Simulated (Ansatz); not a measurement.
Random displacements in ZnS

The calculation used DFT PBE, scalar-relativistic, plane waves, PAW in Ansatz. Cutoff 420 eV, Γ-centred 6×6×6 k-points, Gaussian smearing of 0.05 eV. No spin polarisation. Energies are free energies at this smearing, counted from the undisturbed cell; pressure is positive in compression.

Zero of the scan (as given, not relaxed at this level):

```
Zn S
1.0
     5.40930    0.00000    0.00000
     0.00000   -5.40930    0.00000
     0.00000    0.00000   -5.40930
Zn S
4 4
Direct
  0.00000 0.50000 0.50000
  0.50000 0.00000 0.50000
  0.50000 0.50000 0.00000
  0.00000 0.00000 0.00000
  0.75000 0.75000 0.75000
  0.25000 0.25000 0.75000
  0.25000 0.75000 0.25000
  0.75000 0.25000 0.25000
```

The atoms are displaced (Å, in the unstrained cell):

```
atom ux uy uz
 Zn1   0.133   0.034   0.557
 Zn2  -0.478   0.046  -0.168
 Zn3  -0.133  -0.510  -0.099
 Zn4   0.193  -0.030   0.027
  S5  -0.047   0.500   0.109
  S6   0.468   0.303  -0.080
  S7  -0.044  -0.133  -0.409
  S8  -0.092  -0.209   0.062
```

Strain (Voigt, engineering shear): (0.0435, 0.0878, 0.1063, 0.0231, 0.0516, 0.0651).

(1) What are the energy change, the stress and the forces?

Answers

(1) ΔE = 743.0 meV/atom; stress (xx, yy, zz, yz, xz, xy; compression positive) (-2.95, 3.73, 1.12, 5.20, -2.64, -4.75) GPa; gap on the mesh 0.47 eV.
```tsv
atom	Fx (eV/Å)	Fy	Fz
Zn1	-1.91	1.77	-1.34
Zn2	3.88	0.41	0.40
Zn3	1.26	0.57	0.12
Zn4	-0.51	0.07	0.62
S5	-0.06	-1.60	-0.95
S6	-2.35	-3.34	-4.25
S7	-0.28	1.16	5.03
S8	-0.04	0.96	0.36
```

Cost: 1 run of about 0.72 core-minutes, on Intel Xeon 6975P-C (Granite Rapids) (shared hosts).